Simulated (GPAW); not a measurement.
The system is Os.

```
Os
1.0
     2.73410    0.00000    0.00000
    -1.36705    2.36780    0.00000
     0.00000    0.00000    4.31970
Os
2
Direct
  0.66667 0.33333 0.75000
  0.33333 0.66667 0.25000
```

Program: GPAW 26.7.0. Alike in all runs: cell as given; smearing fermi-dirac 0.05 eV.

Q: Order these runs on this cell by their pressure, lowest first.
A. level PBE+U; potentials or basis GPAW PAW data sets (gpaw-data 1.2.1), pw; spin off; U Os d U = 4.5 eV; k mesh 8 × 8 × 5; cutoff (eV) 600; maxiter 150; band path GMKGALHA,LM,KH; band points 100
B. level mBEEF; potentials or basis GPAW PAW data sets (gpaw-data 1.2.1), pw; spin SOC, no magnetisation; k mesh 8 × 8 × 5; cutoff (eV) 600; maxiter 150; band path GMKGALHA,LM,KH; band points 80; spin axis theta (degrees) 54.7; spin axis phi (degrees) 45
C. level LDA; potentials or basis the program's PAW data sets (release 1.2.1) made for this functional, pw; spin off; k mesh 9 × 9 × 5; cutoff (eV) 500; maxiter 80
D. level TPSS; potentials or basis GPAW PAW data sets (gpaw-data 1.2.1), pw; spin SOC, no magnetisation; k mesh 8 × 8 × 5; cutoff (eV) 600; maxiter 150; band path GMKGALHA,LM,KH; band points 80; spin axis theta (degrees) 90; spin axis phi (degrees) 45

A: B (-17.8 GPa), C (-13.2 GPa), A (-4.0 GPa), D (-0.2 GPa).

Caveats: spin-orbit coupling was added after a scalar SCF, so levels and gaps hold it while energy, forces, pressure and moments don't (some runs); the cutoff is short for stress and forces, so pressures can be off by a GPa or more (some runs); U without spin polarisation on a metal has little footing (some runs); the U is typed as a test and isn't derived for this compound (some runs); so large a pressure means that the cell lies far from this level's equilibrium, or that cutoff or potentials fall short (some runs).
